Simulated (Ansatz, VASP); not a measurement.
## One calculation of Mo, two programs

```xyz
1
Lattice="2.8795 0.0000 0.0000 -1.4397 2.4937 0.0000 0.0000 0.0000 2.4921" Properties=species:S:1:pos:R:3 pbc="T T T"
Mo    0.0000    0.0000    1.2460
```

Change from the starting cell: strain +0.050 along x and y, +0.000 along z, atoms carried along.

Alike in both runs: task single point; functional PBEsol; k mesh 24 × 24 × 24; occupations gaussian, width 0.15 eV; no spin polarisation.

```csv
,VASP,Ansatz
version,VASP 6.6.1,Ansatz 0.2.0
potentials or method,"VASP PAW PBE potentials, release 64 (Mo_sv)","scalar-relativistic, plane waves, PAW"
plane-wave cutoff (eV),520,420
valence electrons in the cell,14,14
```

Ansatz gave:

| Item | Value |
| --- | --- |
| gap on the k mesh at the Fermi level (eV) | none |
| pressure (GPa) | -17.2 |
| largest component of the traceless stress (GPa) | 5.11 |

What did VASP give for the same quantities?

gap on the k mesh at the Fermi level (eV): none; pressure (GPa): -16.8; largest component of the traceless stress (GPa): 5.37.

A gap of «none» marks a metal or a gap that the smearing closes. With one functional, cell and mesh, what is left measures potentials, basis and numerics.

Caveats: so large a pressure means that the cell lies far from this level's equilibrium, or that cutoff or potentials fall short (VASP); the potentials were made for another functional, which shifts forces and pressure (VASP).
